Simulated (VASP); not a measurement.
# AlNi (Pm-3m) in VASP: equation of state, part 2 of 2

VASP 6.6.1. Earlier steps stand in the parts before.

**4. Equation of state, PBE, collinear spin, ferromagnetic start, 11.72 Å³/atom (volume scaled by 0.98)**

Contents of INCAR:

```
SYSTEM = AlNi
PREC = Accurate ; ENCUT = 520
EDIFF = 1E-7 ; ISMEAR = -1
SIGMA = 0.05 ; LREAL = .FALSE.
LASPH = .TRUE. ; NELM = 120
ALGO = Normal ; ISIF = 2
LWAVE = .FALSE. ; LCHARG = .FALSE.
ISPIN = 2 ; MAGMOM = 1 0
LORBIT = 11 ; LMAXMIX = 4
GGA = PE ; NBANDS = 18
```

Contents of KPOINTS:

```
Automatic mesh
0
G
  9 9 9
  0 0 0
```

Contents of POSCAR:

```
AlNi
1.0
    2.8616638469      0.0000000000      0.0000000000
    0.0000000000      2.8616638469      0.0000000000
    0.0000000000      0.0000000000      2.8616638469
Ni Al
1 1
Direct
    0.5000000000      0.5000000000      0.5000000000
    0.0000000000      0.0000000000      0.0000000000
```

Potentials or basis: VASP PAW PBE potentials, release 64 (Ni, Al).

The run is started by

```
$ cat potpaw_PBE.64/Ni/POTCAR potpaw_PBE.64/Al/POTCAR > POTCAR
$ mpirun -np 1 vasp_std > vasp.out
```

OUTCAR:

```text
SYSTEM = AlNi
   PREC = Accurate
   ENCUT = 520
   EDIFF = 1E-7
   ISMEAR = -1
   LREAL = .FALSE.
   LASPH = .TRUE.
   NELM = 120
   ISIF = 2
   ISPIN = 2
   LORBIT = 11
   GGA = PE

 ion  position               nearest neighbor table
   1  0.500  0.500  0.500-   2 2.48   2 2.48   2 2.48   2 2.48   2 2.48   2 2.48   2 2.48   2 2.48

   2  0.000  0.000  0.000-   1 2.48   1 2.48   1 2.48   1 2.48   1 2.48   1 2.48   1 2.48   1 2.48

  LATTYP: Found a simple cubic cell.
 ALAT       =     2.8616638469

  Lattice vectors:

 A1 = (   2.8616638469,   0.0000000000,   0.0000000000)
 A2 = (   0.0000000000,   2.8616638469,   0.0000000000)
 A3 = (   0.0000000000,   0.0000000000,   2.8616638469)

Analysis of symmetry for initial positions (statically):
=====================================================================
 Subroutine PRICEL returns:
 Original cell was already a primitive cell.

 Routine SETGRP: Setting up the symmetry group for a
 simple cubic supercell.

 Subroutine GETGRP returns: Found 48 space group operations
 (whereof 48 operations were pure point group operations)
 out of a pool of 48 trial point group operations.

The static configuration has the point symmetry O_h .

Analysis of symmetry for dynamics (positions and initial velocities):
=====================================================================
 Subroutine PRICEL returns:
 Original cell was already a primitive cell.

 Routine SETGRP: Setting up the symmetry group for a
 simple cubic supercell.

 Subroutine GETGRP returns: Found 48 space group operations
 (whereof 48 operations were pure point group operations)
 out of a pool of 48 trial point group operations.

The dynamic configuration has the point symmetry O_h .

Analysis of structural, dynamic, and magnetic symmetry:
=====================================================================
 Subroutine PRICEL returns:
[... 166 lines left out ...]
  free energy    TOTEN  =       -10.52481465 eV

  energy without entropy =      -10.51840187  energy(sigma->0) =      -10.52160826

 E-fermi :  10.2994     XC(G=0): -12.1464

 val. band max:       10.2334563074   @ k =   0.3333   0.1111   0.0000
 cond. band min:      10.3507292818   @ k =   0.3333   0.1111   0.1111
 fundamental gap:      0.1172729744
 Fermi energy:        10.2993951762

 spin component 1

 k-point     1 :       0.0000    0.0000    0.0000
  band No.  band energies     occupation
      1      -0.9909      1.00000
      2       6.9600      1.00000
      3       6.9600      1.00000
      4       8.6987      1.00000
      5       8.6987      1.00000
      6       8.6987      1.00000
[... 711 lines left out ...]
      4       9.1273      1.00000
      5       9.1273      1.00000
      6      11.0282      0.00000
[... 10 lines left out ...]
     17      40.9592      0.00000
     18      41.3314      0.00000
 Fermi energy:        10.2993951762

 spin component 2

 k-point     1 :       0.0000    0.0000    0.0000
  band No.  band energies     occupation
      1      -0.9909      1.00000
      2       6.9600      1.00000
      3       6.9600      1.00000
      4       8.6987      1.00000
      5       8.6987      1.00000
      6       8.6987      1.00000
[... 712 lines left out ...]
      5       9.1272      1.00000
      6      11.0283      0.00000
[... 10 lines left out ...]
     17      40.9592      0.00000
     18      41.3314      0.00000

------------------------ aborting loop because EDIFF is reached ----------------------------------------

  FORCE on cell =-STRESS in cart. coord.  units (eV):
  Direction    XX          YY          ZZ          XY          YZ          ZX
  --------------------------------------------------------------------------------------
  -------------------------------------------------------------------------------------
  Total        0.8002671      0.8002671      0.8002671      0.0000000      0.0000000     -0.0000000
  in kB       54.7128938     54.7128938     54.7128938      0.0000000      0.0000000     -0.0000000
  external PRESSURE =      54.7128938 kB  Pullay stress =       0.0000000 kB

 VOLUME and BASIS-vectors are now :
 -----------------------------------------------------------------------------
  energy-cutoff  :      520.00
  volume of cell :       23.43
      direct lattice vectors                 reciprocal lattice vectors
     2.861663847  0.000000000  0.000000000     0.349447054  0.000000000  0.000000000
     0.000000000  2.861663847  0.000000000     0.000000000  0.349447054  0.000000000
     0.000000000  0.000000000  2.861663847     0.000000000  0.000000000  0.349447054

 POSITION                                       TOTAL-FORCE (eV/Angst)
 -----------------------------------------------------------------------------------
      1.43083      1.43083      1.43083         0.000000      0.000000      0.000000
      0.00000      0.00000      0.00000         0.000000      0.000000      0.000000
 -----------------------------------------------------------------------------------
    total drift:                                0.000000      0.000000     -0.000000

  FREE ENERGIE OF THE ION-ELECTRON SYSTEM (eV)
  ---------------------------------------------------
  free  energy   TOTEN  =       -10.5248146511 eV

  energy  without entropy=      -10.5184018661  energy(sigma->0) =      -10.52160826

 total charge

# of ion       s       p       d       tot
------------------------------------------
    1        0.484   0.536   8.480   9.500
    2        0.386   0.422   0.000   0.808
--------------------------------------------------
tot          0.870   0.958   8.480  10.308

 magnetization (x)

# of ion       s       p       d       tot
------------------------------------------
    1       -0.000   0.000  -0.000  -0.000
    2        0.000   0.000   0.000   0.000
--------------------------------------------------
tot         -0.000   0.000  -0.000  -0.000
```

It took 18 s on 1 thread of Intel Xeon Platinum 8488C (Sapphire Rapids), shared host; peak memory 0.16 GiB.

Results:

| Quantity | Value |
| --- | --- |
| Free energy | -10.5248 eV |
| Pressure | 5.5 GPa |
| Band gap on the k mesh | none (metal or under the smearing width) |
| Net moment | 0.00 μB per cell |
| Valence electrons inside the program's atomic spheres | Ni 9.50; Al 0.81 |

**5. Equation of state, PBE, collinear spin, ferromagnetic start, 12.20 Å³/atom (volume scaled by 1.02)**

Contents of INCAR:

```
PREC = Accurate ; ENCUT = 520
EDIFF = 1E-7 ; ISMEAR = -1
SIGMA = 0.05 ; LREAL = F
LASPH = T ; NELM = 120
ALGO = Normal ; ISIF = 2
LWAVE = F ; LCHARG = F
ISPIN = 2 ; MAGMOM = 1 0
LORBIT = 11 ; LMAXMIX = 4
GGA = PE ; NBANDS = 18
```

Contents of KPOINTS:

```
regular mesh
0
Gamma
  9 9 9
```

Contents of POSCAR:

```
AlNi
1.0
    2.9000800262      0.0000000000      0.0000000000
    0.0000000000      2.9000800262      0.0000000000
    0.0000000000      0.0000000000      2.9000800262
Ni Al
1 1
Direct
    0.5000000000      0.5000000000      0.5000000000
    0.0000000000      0.0000000000      0.0000000000
```

The run is started by

```
$ cat potpaw_PBE.64/Ni/POTCAR potpaw_PBE.64/Al/POTCAR > POTCAR
$ mpirun -np 1 vasp_std > vasp.out
```

Run time: 19 s. Hardware: 1 thread of Intel Xeon Platinum 8488C (Sapphire Rapids), shared host; peak memory 0.15 GiB.

The run converged. Its results:

| Item | Value |
| --- | --- |
| Free energy | -10.5368 eV |
| Pressure | -1.2 GPa |
| Band gap on the k mesh | none (metal or under the smearing width) |
| Net moment | 0.00 μB per cell |
| Valence electrons inside the program's atomic spheres | Ni 9.43; Al 0.79 |

**6. Equation of state, PBE, collinear spin, ferromagnetic start, 12.43 Å³/atom (volume scaled by 1.04)**

Contents of INCAR:

```
SYSTEM = AlNi
PREC     = Accurate       ! precision mode
ENCUT    = 520            ! plane-wave cutoff, eV
EDIFF    = 1E-7           ! SCF threshold, eV
ISMEAR   = -1             ! smearing method
SIGMA    = 0.05           ! smearing width, eV
LREAL    = .FALSE.        ! projectors in reciprocal space
LASPH    = .TRUE.         ! aspherical terms in the spheres
NELM     = 150            ! most SCF steps
ALGO     = Normal         ! electronic algorithm
ISIF     = 2              ! what is computed and relaxed
LWAVE    = .FALSE.        ! write WAVECAR
LCHARG   = .FALSE.        ! write CHGCAR
ISPIN    = 2              ! spin polarisation
MAGMOM   = 1 0            ! initial moments
LORBIT   = 11             ! projections on sites
LMAXMIX  = 4              ! l up to which the mixer works
GGA      = PE             ! functional
NBANDS   = 18             ! bands
```

Contents of KPOINTS:

```
Automatic mesh
0
G
  9 9 9
  0 0 0
```

Contents of POSCAR:

```
AlNi
1.0
    2.9189122424      0.0000000000      0.0000000000
    0.0000000000      2.9189122424      0.0000000000
    0.0000000000      0.0000000000      2.9189122424
Ni Al
1 1
Direct
    0.5000000000      0.5000000000      0.5000000000
    0.0000000000      0.0000000000      0.0000000000
```

Potentials or basis: VASP PAW PBE potentials, release 64 (Ni, Al).

The run is started by

```
$ cat potpaw_PBE.64/Ni/POTCAR potpaw_PBE.64/Al/POTCAR > POTCAR
$ mpirun -np 1 vasp_std > vasp.out
```

It took 30 s on 1 thread of Intel Xeon Platinum 8488C (Sapphire Rapids), shared host; peak memory 0.16 GiB.

The run converged. Its results:

```yaml
Free_energy: -10.5288 eV
Pressure: -4.1 GPa
Band_gap_on_the_k_mesh: none (metal or under the smearing width)
Net_moment: 0.00 μB per cell
Valence_electrons_inside_the_program's_atomic_spheres: Ni 9.40; Al 0.78
```

**7. Equation of state, PBE, collinear spin, ferromagnetic start, 12.67 Å³/atom (volume scaled by 1.06)**

Contents of INCAR:

```
ALGO     = Normal         # electronic algorithm
EDIFF    = 1E-7           # SCF threshold, eV
ENCUT    = 520            # plane-wave cutoff, eV
GGA      = PE             # functional
ISIF     = 2              # what is computed and relaxed
ISMEAR   = -1             # smearing method
ISPIN    = 2              # spin polarisation
LASPH    = T              # aspherical terms in the spheres
LCHARG   = F              # write CHGCAR
LMAXMIX  = 4              # l up to which the mixer works
LORBIT   = 11             # projections on sites
LREAL    = F              # projectors in reciprocal space
LWAVE    = F              # write WAVECAR
MAGMOM   = 1 0            # initial moments
NBANDS   = 18             # bands
NELM     = 120            # most SCF steps
PREC     = Accurate       # precision mode
SIGMA    = 0.05           # smearing width, eV
```

Contents of KPOINTS:

```
k-points
0
Gamma
  9 9 9
```

Contents of POSCAR:

```
AlNi
1.0
    2.9375045414      0.0000000000      0.0000000000
    0.0000000000      2.9375045414      0.0000000000
    0.0000000000      0.0000000000      2.9375045414
Ni Al
1 1
Direct
    0.5000000000      0.5000000000      0.5000000000
    0.0000000000      0.0000000000      0.0000000000
```

The run is started by

```
$ cat potpaw_PBE.64/Ni/POTCAR potpaw_PBE.64/Al/POTCAR > POTCAR
$ mpirun -np 1 vasp_std > vasp.out
```

Run time: 22 s. Hardware: 1 thread of Intel Xeon Platinum 8488C (Sapphire Rapids), shared host; peak memory 0.16 GiB.

The run converged. Its results:

```
Free energy                                           : -10.5128 eV
Pressure                                              : -6.7 GPa
Band gap on the k mesh                                : none (metal or under the smearing width)
Net moment                                            : 0.00 μB per cell
Valence electrons inside the program's atomic spheres : Ni 9.37; Al 0.77
```

**8. Equation of state, PBE, collinear spin, ferromagnetic start**

Potentials or basis: VASP PAW PBE potentials, release 64 (Ni, Al).

No new run: the results of the series are fitted here.

Results:

```
Equilibrium volume                      : 12.10 Å³/atom
Bulk modulus                            : 159 GPa
Pressure derivative of the bulk modulus : 4.4
```

Energy against volume, from the lowest point:
| volume (Å³/atom) | energy (meV/atom) |
| --- | --- |
| 11.239 | 34.39 |
| 11.478 | 17.10 |
| 11.717 | 6.02 |
| 11.956 | 0.50 |
| 12.196 | 0.00 |
| 12.435 | 4.00 |
| 12.674 | 12.05 |

PBE usually gives volumes a little too large and moduli too small. Zero-point motion and thermal expansion aren't in these numbers.
